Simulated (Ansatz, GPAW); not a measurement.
Given: the input of a run of Ansatz 0.2.0 on KTaO3. 

Contents of input.yaml:

```yaml
crystal:
  lattice:
    - [3.9883, 0.0, 0.0]
    - [0.0, 3.9883, 0.0]
    - [0.0, 0.0, 3.9883]
  atoms:
    - { symbol: Ta, position: [0.0, 0.0, 0.0] }
    - { symbol: K, position: [0.5, 0.5, 0.5] }
    - { symbol: O, position: [0.0, 0.0, 0.5] }
    - { symbol: O, position: [0.0, 0.5, 0.0] }
    - { symbol: O, position: [0.5, 0.0, 0.0] }
hamiltonian:
  xc: pbe
  pseudopotentials: { kind: paw }
kpoints:
  mp_grid: { grid: [7, 7, 7] }
scf:
  occupations: { method: fermi_dirac, width: 0.05 }
output:
  forces: true
  stress: true
  eigenvalues: true
```

Potentials or basis: Ansatz PAW.

Run with:

```console
$ ansatz run input.yaml --threads 2 --pin off --max-ram 5632MiB --backend cpu --events-out ev --progress --plain --runs-dir out
```

Problem. Translate it to GPAW 26.7.0. Potentials or basis there: GPAW PAW data sets (gpaw-data 1.2.1), cutoff 800 eV.

Solution. As run (cutoffs and basis follow the program's own potentials, and thresholds, step limits or extra output files can differ):

The input run.py:

```python
from ase.io import read
from gpaw import PW
from gpaw.dft import DFT

atoms = read('KTaO3.xyz')

dft = DFT(atoms,
          mode=PW(800),
          xc='PBE',
          kpts={'size': (7, 7, 7), 'gamma': True},
          occupations={'name': 'fermi-dirac', 'width': 0.05},
          nbands=36,
          convergence={'density': 1e-05, 'energy': 1e-05},
          maxiter=150,
          txt='gpaw.txt')
print(f'Energy: {dft.calculate_energy():.6f} eV')
print('Forces (eV/A):')
print(dft.calculate_forces().round(4))
print('Stress (eV/A^3):', dft.calculate_stress().round(6))
dft.write_gpw_file('gs.gpw')
```

The input KTaO3.xyz:

```xyz
5
Lattice="3.9883000000 0.0000000000 0.0000000000 0.0000000000 3.9883000000 0.0000000000 0.0000000000 0.0000000000 3.9883000000" Properties=species:S:1:pos:R:3 pbc="T T T"
Ta     0.0000000000      0.0000000000      0.0000000000
K      1.9941500000      1.9941500000      1.9941500000
O      0.0000000000      0.0000000000      1.9941500000
O      0.0000000000      1.9941500000      0.0000000000
O      1.9941500000      0.0000000000      0.0000000000
```

Potentials or basis: GPAW PAW data sets (gpaw-data 1.2.1), pw.

The run is started by

```console
$ OMP_NUM_THREADS=1 python run.py
```

Both were run:

|  | Ansatz | GPAW |
| --- | --- | --- |
| Pressure | 5.4 GPa | 6.1 GPa |

Ansatz's pressure holds a Pulay term of +0.56 GPa for its cutoff of 420 eV, which the other run lacks.

Where Ansatz's input types no cutoff or centring, it takes its own default and a Γ-centred mesh.

Pressure is positive in compression.
